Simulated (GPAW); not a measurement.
# MgO (Fm-3m) in GPAW: settings compared

The runs below take MgO through single point, with PBE, PBEsol, RPBE+D4.

Program: GPAW 26.7.0. These are calculated values, not measurements. Logs are shortened: lines on timing, memory, paths and dates and some standing lists are left out, and cuts for length are marked. The log counts tension as positive stress, the text compression.

**Experimental background.**

From “Electronic structure of alkaline earth and post-transition metal oxides”, 2009, arxiv:0908.1581, for a bulk crystal of MgO: band gap 7.83 eV.

How close the calculation comes is told below.

### Step 1. The crystal as given

The structure is cubic, space group Fm-3m (No. 225). Conventional cell: a = 4.194 Å, b = 4.194 Å, c = 4.194 Å, α = 90.00°, β = 90.00°, γ = 90.00°. Mg (site symmetry m-3m) has 6 O at 2.10 Å as nearest neighbours. O (site symmetry m-3m) has 6 Mg at 2.10 Å as nearest neighbours.

The cell is a database's computed one.

### Step 2. Single point, PBE

File run.py:

```python
from ase import Atoms
from ase.dft.bandgap import bandgap
from ase.io import write
from ase.units import GPa
from gpaw import GPAW, PW

atoms = Atoms(['Mg', 'O'],
              cell=[[0.0, 2.0970013927, 2.0970013927],
                    [2.0970013927, 0.0, 2.0970013927],
                    [2.0970013927, 2.0970013927, 0.0]],
              scaled_positions=[[0.0, 0.0, 0.0],
                                [0.5, 0.5, 0.5]],
              pbc=True)

calc = GPAW(mode=PW(800),
            xc='PBE',
            kpts={'size': (11, 11, 11), 'gamma': True},
            occupations={'name': 'methfessel-paxton', 'order': 0, 'width': 0.03},
            nbands=16,
            convergence={'density': 1e-05, 'energy': 1e-05},
            maxiter=150,
            txt='gpaw.txt')
atoms.calc = calc
energy = atoms.get_potential_energy()
forces = atoms.get_forces()
stress = atoms.get_stress()
calc.write('gs.gpw')
write('result.traj', atoms)
print(f'Energy: {energy:.6f} eV')
print('Forces (eV/A):')
print(forces.round(4))
print('Stress (GPa):', (stress / GPa).round(3))
print('Fermi level:', round(calc.get_fermi_level(), 4), 'eV')
print(f'Gap: {bandgap(calc)[0]:.4f} eV, direct: {bandgap(calc, direct=True)[0]:.4f} eV')
```

Potentials or basis: GPAW PAW data sets (gpaw-data 1.2.1), pw.

On the command line:

```console
OMP_NUM_THREADS=1 python run.py
```

gpaw.txt:

```text
__  _  _
 | _ |_)|_||  |
 |__||  | ||/\| - 26.7.0

Input parameters:
  mode=PW(ecut=800.0),
  convergence={'density': 1e-05, 'energy': 1e-05},
  kpts=MonkhorstPack(size=(11, 11, 11), gamma=True),
  maxiter=150,
  nbands=16,
  occupations=Occupations(name='methfessel-paxton', order=0, width=0.03),
  xc=XC(name='PBE')

Diagonalizing LCAO Hamiltonian
Converting LCAO to pw mode

              O

       Mg

Atoms  # Å, Bohr magnetons
|   | symbol |        x |        y |        z |    initial magnetic moments |
|---|--------|----------|----------|----------|-----------------------------|
| 0 |     Mg | 0.000000 | 0.000000 | 0.000000 | ( 0.0000,  0.0000,  0.0000) |
| 1 |      O | 2.097001 | 2.097001 | 2.097001 | ( 0.0000,  0.0000,  0.0000) |

Unit cell  # Å
| periodic |        x |        y |        z |  lengths |    angles |
|----------|----------|----------|----------|----------|-----------|
|      yes | 0.000000 | 2.097001 | 2.097001 | 2.965608 | 60.000000 |
|      yes | 2.097001 | 0.000000 | 2.097001 | 2.965608 | 60.000000 |
|      yes | 2.097001 | 2.097001 | 0.000000 | 2.965608 | 60.000000 |

Number of symmetries: 48
Symmetry operations  # r_c * U_cc + t_c -> r_c
|    | kind |            matrix            |
|----|------|------------------------------|
|  0 |  σ   |  1, 0, 0,  1, 0,-1,  1,-1, 0 |
|  1 |  C2  |  1, 0, 0,  1,-1, 0,  1, 0,-1 |
|  2 |  E   |  1, 0, 0,  0, 1, 0,  0, 0, 1 |
|  3 |  σ   |  1, 0, 0,  0, 0, 1,  0, 1, 0 |
|  4 |  C4  |  1, 0,-1,  1, 0, 0,  1,-1, 0 |
|  5 |  S6  |  1, 0,-1,  1,-1, 0,  1, 0, 0 |
|  6 |  σ   |  1, 0,-1,  0, 1,-1,  0, 0,-1 |
|  7 |  C3  |  1, 0,-1,  0, 0,-1,  0, 1,-1 |
|  8 |  S6  |  1,-1, 0,  1, 0, 0,  1, 0,-1 |
|  9 |  C4  |  1,-1, 0,  1, 0,-1,  1, 0, 0 |
| 10 |  C3  |  1,-1, 0,  0,-1, 1,  0,-1, 0 |
| 11 |  σ   |  1,-1, 0,  0,-1, 0,  0,-1, 1 |
| 12 |  σ   |  0, 1, 0,  1, 0, 0,  0, 0, 1 |
| 13 |  C4  |  0, 1, 0,  0, 1,-1, -1, 1, 0 |
| 14 |  C3  |  0, 1, 0,  0, 0, 1,  1, 0, 0 |
| 15 |  S6  |  0, 1, 0, -1, 1, 0,  0, 1,-1 |
| 16 |  C2  |  0, 1,-1,  1, 0,-1,  0, 0,-1 |
| 17 |  σ   |  0, 1,-1,  0, 1, 0, -1, 1, 0 |
| 18 |  S4  |  0, 1,-1,  0, 0,-1,  1, 0,-1 |
| 19 |  C4  |  0, 1,-1, -1, 1, 0,  0, 1, 0 |
| 20 |  C3  |  0, 0, 1,  1, 0, 0,  0, 1, 0 |
| 21 |  σ   |  0, 0, 1,  0, 1, 0,  1, 0, 0 |
| 22 |  S6  |  0, 0, 1,  0,-1, 1, -1, 0, 1 |
| 23 |  C4  |  0, 0, 1, -1, 0, 1,  0,-1, 1 |
| 24 |  S4  |  0, 0,-1,  1, 0,-1,  0, 1,-1 |
| 25 |  C3  |  0, 0,-1,  0, 1,-1,  1, 0,-1 |
| 26 |  C2  |  0, 0,-1,  0,-1, 0, -1, 0, 0 |
| 27 |  S6  |  0, 0,-1, -1, 0, 0,  0,-1, 0 |
| 28 |  S4  |  0,-1, 1,  1,-1, 0,  0,-1, 0 |
| 29 |  C4  |  0,-1, 1,  0, 0, 1, -1, 0, 1 |
| 30 |  C2  |  0,-1, 1,  0,-1, 0,  1,-1, 0 |
| 31 |  σ   |  0,-1, 1, -1, 0, 1,  0, 0, 1 |
| 32 |  C3  |  0,-1, 0,  1,-1, 0,  0,-1, 1 |
| 33 |  S6  |  0,-1, 0,  0, 0,-1, -1, 0, 0 |
| 34 |  S4  |  0,-1, 0,  0,-1, 1,  1,-1, 0 |
| 35 |  C2  |  0,-1, 0, -1, 0, 0,  0, 0,-1 |
| 36 |  C2  | -1, 1, 0,  0, 1, 0,  0, 1,-1 |
| 37 |  S6  | -1, 1, 0,  0, 1,-1,  0, 1, 0 |
| 38 |  S4  | -1, 1, 0, -1, 0, 1, -1, 0, 0 |
| 39 |  C3  | -1, 1, 0, -1, 0, 0, -1, 0, 1 |
| 40 |  S6  | -1, 0, 1,  0, 0, 1,  0,-1, 1 |
| 41 |  C2  | -1, 0, 1,  0,-1, 1,  0, 0, 1 |
| 42 |  C3  | -1, 0, 1, -1, 1, 0, -1, 0, 0 |
| 43 |  S4  | -1, 0, 1, -1, 0, 0, -1, 1, 0 |
| 44 |  C2  | -1, 0, 0,  0, 0,-1,  0,-1, 0 |
| 45 |  i   | -1, 0, 0,  0,-1, 0,  0, 0,-1 |
| 46 |  σ   | -1, 0, 0, -1, 1, 0, -1, 0, 1 |
| 47 |  C2  | -1, 0, 0, -1, 0, 1, -1, 1, 0 |

BZ-sampling:
  Number of BZ points: 1331
  Number of IBZ points: 56

  Monkhorst-Pack size: [11, 11, 11]
  Monkhorst-Pack shift: [0, 0, 0]

K-points  # in reciprocal-cell coordinates
|     |                                coordinates |     weight |
|-----|--------------------------------------------|------------|
|   0 | (  0.00000000,   0.00000000,   0.00000000) | 0.00075131 |
|   1 | (  0.09090909,   0.09090909,   0.00000000) | 0.00450789 |
|   2 | (  0.09090909,   0.09090909,   0.09090909) | 0.00601052 |
|   3 | (  0.18181818,   0.09090909,   0.09090909) | 0.00901578 |
|   4 | (  0.18181818,   0.18181818,   0.00000000) | 0.00450789 |
|   5 | (  0.18181818,   0.18181818,   0.09090909) | 0.01803156 |
|   6 | (  0.18181818,   0.18181818,   0.18181818) | 0.00601052 |
|   7 | (  0.27272727,   0.18181818,   0.09090909) | 0.01803156 |
|   8 | (  0.27272727,   0.18181818,   0.18181818) | 0.01803156 |
|   9 | (  0.27272727,   0.27272727,   0.00000000) | 0.00450789 |
| ... |                                            |            |
|  55 | (  0.45454545,   0.45454545,   0.45454545) | 0.00601052 |

Plane wave coefficients: 959
Cutoff: 800.0 eV

Spin-components: 1 (collinear spins)
Bands:           16
Projectors:      10
Spin-degeneracy: 2
Datatype:        complex128

Parallelization:
  kpt:    1
  domain: 1
  band:   1

Density:
  Valence electrons: 16.0
  Components: 1
  Grid points: [20 20 20]
  Charge: 0.0  # |e|

Potential:
  Grid points: [20 20 20]

species:
  Mg:
    name:    Magnesium
    Z:       12.0
    valence: 10
    core:    2
    charge:  0.0  # [|e|]
    compensation charges:
      type: gauss
      rc: 0.33  # [Å]
      lmax: 2
    cutoffs:
      filter: 1.86  # [Å]
      core: 0.54  # [Å]
    projectors
    | kind |    occ | energy [eV] | rcut [Å] |
    |------|--------|-------------|----------|
    |   2s |  2.000 |     -79.840 |    1.090 |
    |   3s |  2.000 |      -4.705 |    1.090 |
    |   2p |  6.000 |     -46.613 |    1.085 |
    |   3p |  0.000 |      -1.330 |    1.085 |
    |    d |        |       0.000 |    1.037 |

    Using partial waves for Mg as LCAO basis

  O:
    name:    Oxygen
    Z:       8.0
    valence: 6
    core:    2
    charge:  0.0  # [|e|]
    compensation charges:
      type: gauss
      rc: 0.21  # [Å]
      lmax: 2
    cutoffs:
      filter: 1.17  # [Å]
      core: 0.83  # [Å]
    projectors
    | kind |    occ | energy [eV] | rcut [Å] |
    |------|--------|-------------|----------|
    |   2s |  2.000 |     -23.961 |    0.688 |
    |   2p |  4.000 |      -9.029 |    0.598 |
    |    s |        |       3.251 |    0.688 |
    |    p |        |      18.182 |    0.598 |
    |    d |        |       0.000 |    0.619 |

    Using partial waves for O as LCAO basis

Reference energy: -7490.497190  # eV

eigensolver:
  PPCG
  Converge bands: occupied
  niter=2

density mixing:
  MSR1-Mixer
  Pratt-step length: 0.05
  Maximum mixing coefficient: 0.75
  Old densities: 10
  SVD Regularization: 0.005
  Good broyden scale: 1.0
  Trust region scale: 1.0
  Backstep threshold: 4.0
  History deletion threshold: 6.0
  Fourier metric: weight=20.0, sigma=0.015

occupation numbers:
  Methfessel-Paxton:
    width: 0.0300  # eV
    order: 0

poisson solver:
  ecut: 6400.0  # eV

xc functional:
  name: PBE with 2 nearest neighbor stencil

convergence criteria:
- Maximum integral of absolute [dens]ity change: 1e-05 electrons / valence electron
- Maximum [total energy] change in last 3 cyles: 1e-05 eV / valence electron
- Maximum integral of absolute [eigenst]ate change: 4e-08 eV^2 / valence electron
maximum number of iterations: 150

SCF iterations
|iter     | |      energy | eigst |  dens |
|---------|-|-------------|-------|-------|
|iter:   1| |  -13.516536 | +0.17 |       |
|iter:   2| |  -13.159845 | -2.14 | -0.99 |
|iter:   3| |  -12.183760 | -1.37 | -1.04 |
|iter:   4| |  -12.189972 | -3.10 | -1.58 |
|iter:   5| |  -12.195715 | -3.07 | -1.85 |
|iter:   6| |  -12.195768 | -5.29 | -3.02 |
|iter:   7| |  -12.195785c| -6.18 | -3.40 |
|iter:   8| |  -12.195785c| -7.95c| -4.39 |
|iter:   9| |  -12.195785c| -8.21c| -5.14c|

Converged in 9 steps
Energy contributions relative to reference atoms: (reference = -7490.497190)

Energy contributions:
  Kinetic:          13.284714
  Coulomb:         -11.227278
  Zero:              0.191287
  External:          0.000000
  Xc:              -14.444509
  Entropy:          -0.000000
  Spinorbit:         0.000000
  ----------------------------
  Free energy:     -12.195785
  Extrapolated:    -12.195785

dipole moment: (-6.014540, -6.014540, -6.014540)  # |e|*Ang

Fermi level: 5.689
Eigenvalues  # (at kpt = [0.000, 0.000, 0.000])
| band index |      eig [eV] | occ [0-2] |
|------------|---------------|-----------|
|          0 |       -67.346 |     2.000 |
|          1 |       -34.089 |     2.000 |
|          2 |       -34.089 |     2.000 |
|          3 |       -34.089 |     2.000 |
|          4 |       -12.274 |     2.000 |
|          5 |         5.010 |     2.000 |
[... 8 lines left out ...]
|         14 |        26.672 |     0.000 |
|         15 |        29.621 |     0.000 |

Gap: 4.895 eV
Transition (v -> c):
  (s=0, k=0, n=7, [0.00, 0.00, 0.00]) -> (s=0, k=0, n=8, [0.00, 0.00, 0.00])
No difference between direct/indirect transitions

Forces  # eV/Ang
|        x |       y |        z |
|----------|---------|----------|
|  0.00000 | 0.00000 | -0.00000 |  # Mg   0
| -0.00000 | 0.00000 | -0.00000 |  # O    1

Stress tensor  # eV/Ang^3
|         x |         y |         z |
|-----------|-----------|-----------|
| -0.043490 |  0.000000 |  0.000000 |
|  0.000000 | -0.043490 | -0.000000 |
|  0.000000 | -0.000000 | -0.043490 |

# Writing to gs.gpw (mode='')
```

Run time: 14 s. Hardware: 1 thread of Arm Neoverse V1, shared host; peak memory 0.15 GiB.

Results:

| Quantity | Value |
| --- | --- |
| Free energy | -12.1958 eV |
| Pressure | 7.0 GPa |
| Band gap on the k mesh | 4.89 eV, direct |

[end of part 1 of 2]
